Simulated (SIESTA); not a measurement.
C:

```xyz
2
Lattice="0.0000 1.7834 1.7834 1.7834 0.0000 1.7834 1.7834 1.7834 0.0000" Properties=species:S:1:pos:R:3 pbc="T T T"
C     2.6751    2.6751    2.6751
C     1.7834    1.7834    1.7834
```

This isn't the form of C at room conditions, which is graphite.

Base run:

```yaml
Program: SIESTA 5.4.2
Functional: PBE
Potentials_or_basis: PseudoDojo 0.4 standard (PBE files)
Basis: DZP (energy shift 0.003 Ry)
Grid_cutoff: 500 Ry
Energy_shift: 0.003 Ry
k_mesh: 13 × 13 × 13
Occupations: fermi-dirac, width 0.05 eV
Spin: no spin polarisation
```

Its results: band gap on the k mesh 4.29 eV, indirect (least direct gap 5.69 eV); pressure 10.3 GPa.

The run is repeated on the same cell with these changes: basis from DZP (energy shift 0.003 Ry) to SZ (energy shift 0.005 Ry); energy shift from 0.003 Ry to 0.005 Ry. What comes out?

Band gap on the k mesh 6.06 eV, indirect (least direct gap 6.40 eV); pressure 24.0 GPa.

Caveats: the basis of atomic orbitals isn't converged, which shifts pressures, moduli and gaps; an odd mesh through Γ misses points on the zone boundary, where band edges often lie (some runs); the basis has no polarisation orbitals (some runs); so large a pressure means that the cell lies far from this level's equilibrium, or that cutoff or potentials fall short (some runs).

Not every run made on this cell is shown here.
